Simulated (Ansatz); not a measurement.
## A strain series on LiCl (rocksalt): uniaxial along z, other directions held

LiCl in the rocksalt structure, relaxed with r2SCAN in the plane-wave code Ansatz, then strained (uniaxial along z, other directions held; changes of length per length, axes as in the cell below) with the atoms relaxed again within the symmetry that is left. Space group Fm-3m (No. 225), cubic; conventional cell a = 5.112 Å, 16.70 Å³ an atom. Around Li lie 6 Cl at 2.56 Å; around Cl lie 6 Li at 2.56 Å. (Simulation; spin polarisation is off.)

```xyz
2
Lattice="0.0000 2.5560 2.5560 2.5560 0.0000 2.5560 2.5560 2.5560 0.0000" Properties=species:S:1:pos:R:3 pbc="T T T"
Li    0.0000    0.0000    0.0000
Cl    2.5560    2.5560    2.5560
```

Gaps are the least over each mesh (PBE 8×8×8, r2SCAN 8×8×8, HSE06 6×6×6 when unstrained) and the special points, which keep their unstrained names; stress is the change from the unstrained cell, compression positive.

| strain (%) | gap, PBE (eV) | gap, r2SCAN (eV) | gap, HSE06 (eV) | edges, HSE06 | stress along the strain, r2SCAN (GPa) | energy rise, r2SCAN (meV/atom) |
| --- | --- | --- | --- | --- | --- | --- |
| -4.0 | 6.590 | 7.512 | 8.001 | Γ | +3.12 | 6.0 |
| -0.71 | 6.421 | 7.329 | 7.824 | Γ–K (0.18) → Γ | +0.45 | 0.2 |
| 0.0 | 6.384 | 7.291 | 7.785 | Γ–K (0.20) → Γ | 0.00 | 0.0 |
| +2.0 | 6.240 | 7.135 | 7.632 | Γ | -1.07 | 1.1 |
| +2.43 | 6.211 | 7.104 | 7.600 | Γ | -1.27 | 1.7 |

Between zero and the nearest strains the slope of the HSE06 gap against strain is -0.054 eV per percent for negative and -0.077 for positive strain.

Where an edge lies off the special points, it is a point of the mesh or the k point where a search put PBE's edge or least direct gap, reused for the other functionals, whose own edges may lie a little apart.

The meshes of the hybrids are coarse, so their gaps aren't converged to the digits shown.
